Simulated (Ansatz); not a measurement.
## Electric field gradients in InSe

```yaml
crystal:
  lattice:
    - [5.82639, -2.05465, 0.00000]
    - [5.82639, 2.05465, 0.00000]
    - [-1.72323, 0.00000, 4.77135]
  atoms:
    - { symbol: In, position: [0.11180, 0.11180, 0.95316] }
    - { symbol: In, position: [0.88820, 0.88820, 0.04684] }
    - { symbol: Se, position: [0.33907, 0.33907, 0.33104] }
    - { symbol: Se, position: [0.66093, 0.66093, 0.66896] }
```

Atoms are numbered in the order listed.

Structure from Materials Project entry mp-21405 (possibly hypothetical), not relaxed further.

All numbers are computed: DFT, LDA, all-electron PAW with datasets made for the crystal, scalar-relativistic (Ansatz 0.2.0); DFT, LDA, PAW with Ansatz's default frozen-core files, scalar-relativistic (Ansatz 0.2.0).

For the crystal-made all-electron datasets (AE datasets): a Γ-centred 7×7×6 k mesh, Fermi–Dirac smearing of 0.03 eV, cutoff 240 eV (chosen by the program for this cell), no spin polarisation. PAW takes a cutoff of 420 eV at this cell (files made with PBE, cores remade for this functional). The Ansatz runs share mesh, smearing and spin set-up.

Spin–orbit coupling is left out, which moves gradients at and beside heavy atoms by some per cent and at worst by a factor of two.

Vzz is the principal value of largest size of the traceless field-gradient tensor, in 10²¹ V/m², and η = (Vxx − Vyy)/Vzz with |Vzz| ≥ |Vyy| ≥ |Vxx|.

| site | site symmetry | Vzz (η), AE datasets | Vzz (η), PAW |
| --- | --- | --- | --- |
| In1 | m | -12.60 (η = 0.40) | -12.67 (η = 0.40) |
| Se3 | m | ? | ? |

Problem. What belongs in the row "Se3", column "Vzz (η), PAW"?

Solution. -8.05 (η = 0.25).

Problem. Give the missing entry: row "Se3", column "Vzz (η), AE datasets".

Solution. -8.15 (η = 0.25).

Problem. Taking Q(In-113) = 0.76 b, what quadrupole coupling constant follows at In1 from AE datasets?

Solution. Cq = eQVzz/h = 24.180 MHz × 0.76 × (-12.60) = -232 MHz.
